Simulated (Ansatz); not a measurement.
# CuO (P-1) in Ansatz: settings compared

The runs below take CuO through single point, relaxation of cell and atoms, with PBE, r2SCAN+U.

Program: Ansatz 0.2.0. These are calculated values, not measurements. Logs are shortened: lines on timing, memory, paths and dates and some standing lists are left out, and cuts for length are marked.

## (1) The structure

The typed cell holds 4 atoms: a = 2.880 Å, b = 2.880 Å, c = 5.176 Å, α = 89.81°, β = 89.81°, γ = 89.22°.

The cell comes from a database or a generator and needn't be the stable form of this composition.

## (2) Single point, PBE

Contents of input.yaml:

```yaml
crystal:
  lattice:
    - [2.8795009639, 0.0, 0.0]
    - [0.039072758, 2.8792794796, 0.0]
    - [0.0174953863, 0.0172449008, 5.1763391994]
  atoms:
    - { symbol: Cu, position: [0.0, 0.5, 0.0] }
    - { symbol: Cu, position: [0.5, 0.0, 0.5] }
    - { symbol: O, position: [0.99842397, 0.00167178, 0.7498871] }
    - { symbol: O, position: [0.00157603, 0.99832822, 0.2501129] }
hamiltonian:
  xc: pbe
  pseudopotentials: { kind: paw }
kpoints:
  mp_grid: { grid: [7, 7, 4] }
scf:
  occupations: { method: fermi_dirac, width: 0.05 }
output:
  forces: true
  stress: true
  eigenvalues: true
```

Potentials or basis: Ansatz PAW.

Started as:

```sh
$ ansatz run input.yaml --threads 2 --pin off --max-ram 5632MiB --backend cpu --events-out ev --progress --plain --runs-dir out
```

Output:

```text
Warning: RAYON_NUM_THREADS=2 ignored (pool sized by the plan → 2); use --threads N
Engine: ansatz 0.2.0, aarch64-unknown-linux-gnu
Pseudopotentials: kind: paw
Pseudopotential: Cu, paw, valence charge 19, recommended cutoff 420 eV (normal), Cu.paw.azcp
Pseudopotential: O, paw, valence charge 6, recommended cutoff 420 eV (normal), O.paw.azcp
Functional definition: PBE
  parameter kappa = 0.804
  parameter beta = 0.06672455060314922
  exchange = pbe_x(kappa = kappa, mu = beta*pi^2/3)
  correlation = pbe_c(beta = beta)
Crystal: 4 atoms, lattice volume = 42.916 Å³
Basis set: ecut = 420 eV, 827 PW (Γ), exchange–correlation on 40×40×72 points (8 copies of the dense FFT grid, shifted against one another)
Bands: 30, of which v1, the nominal top of the filled ones, is band 25 counted from 1 (24 counted from 0)
Symmetry: 2 space group operations
Space group: P-1 (ITA 2), of the structure as read, at distance tolerance 3.5e-5 Å
k-points: 99 of 196
Non-local potential: Cu, projectors of the file, l = 0: 3, l = 1: 2, l = 2: 3, l = 3: 1
Non-local potential: O, projectors of the file, l = 0: 2, l = 1: 2, l = 2: 1
PAW form: soft (Blöchl's): semilocal exchange-correlation on the pseudo side does not see the compensation charge
PAW one-centre angular grid: Cu, 590 points (default); XC on 64 Gauss nodes
PAW one-centre angular grid: O, 110 points (default); XC on 64 Gauss nodes
Initial density: superposition of atomic densities (neutral atoms: chi_scale 0, normalization atom), corrected by the library's trained network
Initial wavefunctions: pseudopotential atomic-orbital guess
Functional: x = pbe(κ = 0.804, μ = 0.2195149727645171), c = pbe(β = 0.06672455060314922)
SCF iter   1: F=—  HF=-14382.545214 eV  |F-HF|=—  |Δ(HF+E_count)|=         —  Δρ=5.17e-3  dr2=4.24e-3  ethr=1.77e-3  ⟨swp⟩=5.5  Hψ=10574  notcnv=0
preconditioner: auto → LDOS  [metal: Δε(μ)=0.043 eV  Ē_g=11.339 eV  σ=0.050 eV  W_gap=0.21  n_scr=16 (ndim 8)  ℏωp=33.1 eV  f_vac=0.037  D(μ)=1.50/eV (n_scr^D=16)  β→1.0]
SCF iter   2: F=—  HF=-14382.545001 eV  |F-HF|=—  |Δ(HF+E_count)|=   2.13e-4  Δρ=1.15e-3  dr2=3.82e-4  ethr=8.48e-6  ⟨swp⟩=2.0  Hψ=5359  notcnv=0
SCF iter   3: F=—  HF=-14382.544959 eV  |F-HF|=—  |Δ(HF+E_count)|=   4.15e-5  Δρ=3.82e-4  dr2=3.49e-5  ethr=7.64e-7  ⟨swp⟩=2.0  Hψ=3677  notcnv=0
SCF iter   4: F=—  HF=-14382.544814 eV  |F-HF|=—  |Δ(HF+E_count)|=   1.45e-4  Δρ=2.08e-4  dr2=1.05e-5  ethr=6.99e-8  ⟨swp⟩=2.3  Hψ=4534  notcnv=0
SCF iter   5: F=—  HF=-14382.544811 eV  |F-HF|=—  |Δ(HF+E_count)|=   3.39e-6  Δρ=7.86e-5  dr2=1.44e-6  ethr=2.10e-8  ⟨swp⟩=2.1  Hψ=5076  notcnv=0
SCF iter   6: F=-14382.544811 eV  HF=-14382.544811 eV  |F-HF|=9.29e-8  |Δ(HF+E_count)|=   2.08e-7  Δρ=2.05e-5  dr2=9.79e-8  ethr=2.00e-10  ⟨swp⟩=3.0  Hψ=11942  notcnv=0
SCF 1 converged in 6 iterations: F = -14382.544811 eV  dr2 = 9.79e-8
SCF converged after 6 iterations
Free energy (F): -14382.544811 eV
Harris-Foulkes:  -14382.544811 eV  (|F-HF|=9.29e-8)
Internal energy: -14382.531610 eV  (E = F + TS)
E sigma→0 (E₀):  -14382.538210 eV
Entropy (-TS):   -0.013201 eV (-3.300 meV/atom)
Fermi energy:    11.463549 eV
--- Per-component energies (eV) ---
  E_band       = -903.733376
  E_kinetic    = 943.106650
  E_local      = -10028.101926  (includes V_loc(G=0)·N_el)
  E_nonlocal   = 875.641719
  E_hartree    = 4343.450727
  E_xc         = -324.121482
  E_vxc        = -416.070602  (∫ρ·V_xc dr)
  E_paw        = -3636.814672  (= ΣΔE_a)
  E_vpaw       = -965.179759  (= ΣTr[D̂ρ^β])
  E_aug_tail   = 0.005569  (compensation charges beyond the density's cutoff)
  E_ewald      = -6555.698196
  E_smearing   = -0.013201  (= −TS)
  E_closure    = -0.000000  (closes the sum)
  Σ components = -14382.544811   (vs F -14382.544811, Δ=0.00e0)
--- Forces (eV/Å), atoms counted from 1 ---
  atom   1  Cu     0.00000000     0.00000000     0.00000000
  atom   2  Cu     0.00000000     0.00000000     0.00000000
  atom   3  O      0.00431615    -0.00592325     0.00933268
  atom   4  O     -0.00431615     0.00592325    -0.00933268
  max |Σ_I F_I| component: 0.00e0 eV/Å
--- Stress (GPa, compression-positive) ---
        6.439771      -0.044672      -0.003325
       -0.044672       6.398431       0.010569
       -0.003325       0.010569       4.640096
  P = ⅓ Tr σ = 5.8261 GPa (58.261 kbar)
--- Band table (eV; the first three rows and the last of 99) ---
  k-point 0: bands = ["-101.3610", "-101.3569", "-58.8533", "-58.8485", "-58.8197", "-58.8120", "-58.5203", "-58.5177", "-8.6188", "-7.3040", "3.0181", "5.8645", "5.8923", "7.5604", "7.9451", "7.9497", "7.9944", "8.2915", "8.6469", "8.9759", "8.9865", "9.0245", "9.1076", "9.3938", "12.1065", "12.1400", "12.9171", "17.6093", "18.7625", "25.0860"]
  k-point 1: bands = ["-101.3610", "-101.3569", "-58.8533", "-58.8485", "-58.8190", "-58.8127", "-58.5203", "-58.5177", "-8.4557", "-7.5338", "3.6144", "5.8948", "5.9160", "6.9896", "7.6649", "7.6657", "7.7324", "7.9877", "8.9064", "9.0366", "9.0952", "9.2621", "9.4319", "9.4449", "11.8574", "11.8854", "13.6652", "16.3994", "20.4558", "25.2632"]
  k-point 2: bands = ["-101.3610", "-101.3569", "-58.8533", "-58.8485", "-58.8182", "-58.8136", "-58.5203", "-58.5177", "-8.0286", "-8.0252", "5.1371", "5.1428", "5.9316", "5.9390", "7.4693", "7.4697", "7.8987", "7.9009", "9.0404", "9.0417", "9.0650", "9.0683", "9.8815", "9.8827", "11.5439", "11.5482", "15.0055", "15.0086", "22.9948", "23.0005"]
  k-point 98: bands = ["-101.3601", "-101.3560", "-58.8674", "-58.8504", "-58.8164", "-58.8123", "-58.5293", "-58.5217", "-7.7947", "-7.1984", "4.4386", "4.5487", "5.5704", "5.7761", "6.9471", "7.2033", "8.3319", "8.7033", "8.7693", "8.9571", "9.1186", "9.2916", "9.5028", "9.8401", "11.2082", "11.8346", "15.5754", "16.9300", "19.7434", "21.9659"]
```

Run time: 2.9 s. Hardware: 2 threads of Arm Neoverse V1, shared host; peak memory 0.37 GiB.

What came out:

| Quantity | Value |
| --- | --- |
| Free energy | -14382.5448 eV |
| Pressure | 5.8 GPa |
| Largest force | 0.012 eV/Å |
| Band gap on the k mesh | none (metal or under the smearing width) |

Forces in eV/Å, atoms in the order of the input:
```
Cu   0.000  0.000  0.000
Cu   0.000  0.000  0.000
O    0.004 -0.006  0.009
O   -0.004  0.006 -0.009
```

Levels at points of the mesh, in eV from the Fermi level:
```
            k point  band 23  band 24  band 25  band 26  band 27  band 28
 (0.00, 0.00, 0.00)    -2.36    -2.07     0.64     0.68     1.45     6.15
(0.00, 0.00, -0.50)    -1.58    -1.58     0.08     0.08     3.54     3.55
```

Caveat: the pressure holds a Pulay correction of +0.7 GPa for the finite cutoff; the run has no spin polarisation, though such a crystal can be magnetic; semilocal functionals often make such compounds metallic where correlation or magnetic order opens a gap, which also shifts bond lengths.

## (3) Relaxation of cell and atoms, r2SCAN+U

input.yaml: that of step 2 with these lines changed.

```diff
@@ -11,6 +11,7 @@
 hamiltonian:
-  xc: pbe
+  xc: r2scan
   pseudopotentials: { kind: paw }
+  hubbard: { sites: [{ species: Cu, l: d, u_eff: 4.5 }] }
 kpoints:
-  mp_grid: { grid: [7, 7, 4] }
+  mp_grid: { grid: [9, 9, 5] }
 scf:
@@ -21 +22,5 @@
   eigenvalues: true
+relax:
+  f_tol: 0.01
+  max_steps: 40
+  cell: { stress_tol: 0.05 }
```

Potentials or basis: Ansatz PAW.

Started as:

```sh
$ ansatz run input.yaml --threads 2 --pin off --max-ram 5632MiB --backend cpu --events-out ev --progress --plain --runs-dir out
```

Run time: 88 s. Hardware: 2 threads of Arm Neoverse V1, shared host; peak memory 0.83 GiB.

The run converged. Its results:

```yaml
Free_energy: -14395.2323 eV
Relaxed_volume: 10.87 Å³/atom
Relaxed_cell: a = 2.906 Å, b = 2.906 Å, c = 5.148 Å, α = 89.81°, β = 89.81°, γ = 89.32°
Space_group_after_relaxing_to_0.05_Å: Cccm (No. 66)
Energy_gained_by_relaxing: 1.1 meV/atom
Ionic_steps: 4
Pressure_after_relaxing: 0.0 GPa
Band_gap_on_the_k_mesh: none (metal or under the smearing width)
```

Forces on the atoms (eV/Å):
```
Cu   0.000  0.000  0.000
Cu   0.000  0.000  0.000
O    0.001 -0.002  0.002
O   -0.001  0.002 -0.002
```

The path:
| step | energy change (eV) | largest force (eV/Å) | volume (Å³) |
| --- | --- | --- | --- |
| 1 | 0.0000 | 0.0095 | 42.92 |
| 2 | -0.0033 | 0.0065 | 43.20 |
| 3 | -0.0040 | 0.0024 | 43.47 |
| 4 | -0.0045 | 0.0024 | 43.47 |

Final structure:
```
Cu O
1.0
     2.90573   -0.00235   -0.00020
     0.03708    2.90604   -0.00010
     0.01728    0.01721    5.14744
Cu O
2 2
Direct
  0.00000 0.50000 0.00000
  0.50000 0.00000 0.50000
  0.99855 0.00152 0.74998
  0.00145 0.99848 0.25002
```

Levels at points of the mesh, in eV from the Fermi level:
```csv
k point,band 23,band 24,band 25,band 26,band 27,band 28
"(0.00, 0.00, 0.00)",-2.96,-2.47,0.71,0.74,2.02,7.03
```

Eigenvalues of the final occupation matrices:
| site | spin | trace | eigenvalues |
| --- | --- | --- | --- |
| site 1 | 1 | 4.74 | 0.78 0.97 0.99 0.99 1.00 |
| site 2 | 1 | 4.74 | 0.78 0.97 0.99 0.99 1.00 |

Caveat: the plane-wave basis is chosen anew once the cell has moved, so the energies of steps on either side of that aren't comparable; the run has no spin polarisation, though such a crystal can be magnetic; U without spin polarisation on a metal has little footing; the PAW data sets come from PBE, with cores solved anew for the run's functional, which leaves a small shift of forces and pressure.
